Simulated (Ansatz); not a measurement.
Crystal: Ti2C.

```
Ti C
1.0
     1.54070    0.88952    4.81377
    -1.54070    0.88952    4.81377
     0.00000   -1.77905    4.81377
Ti C
2 1
Direct
  0.75450 0.75450 0.75450
  0.24550 0.24550 0.24550
  0.50000 0.50000 0.50000
```

The cell comes from a database or a generator and needn't be the stable form of this composition.

- Program: Ansatz 0.2.0
- Task: relaxation of cell and atoms
- Functional: PBE0
- Potentials or basis: Ansatz PAW
- Cutoff: 420 eV (not typed: the program's choice for these potentials)
- k mesh: 6 × 6 × 6
- Occupations: fermi-dirac, width 0.05 eV
- Spin: no spin polarisation

At the start: volume 13.19 Å³/atom.

Q: How do energy, volume and symmetry change on relaxing?

A: It ends after 5 steps and the volume is 12.95 Å³/atom (-1.9 %); space group R-3m (No. 166, to 0.05 Å).

Step by step:
```tsv
step	energy change (eV)	largest force (eV/Å)	volume (Å³)
1	0.0000	0.3655	39.58
2	-0.0142	0.1270	38.67
3	-0.0140	0.1038	38.99
4	-0.0150	0.0004	38.85
5	-0.0144	0.0005	38.85
```

Final structure:
```
Ti C
1.0
     1.52750    0.88191    4.80649
    -1.52750    0.88191    4.80649
     0.00000   -1.76381    4.80649
Ti C
2 1
Direct
  0.75507 0.75507 0.75507
  0.24493 0.24493 0.24493
  0.50000 0.50000 0.50000
```

Caveat: the k mesh is coarse (spacing up to 0.40 Å⁻¹), so the values aren't converged, least of all with exact exchange; the plane-wave basis is chosen anew once the cell has moved, so the energies of steps on either side of that aren't comparable; the PAW data sets come from PBE, with cores solved anew for the run's functional, which leaves a small shift of forces and pressure.
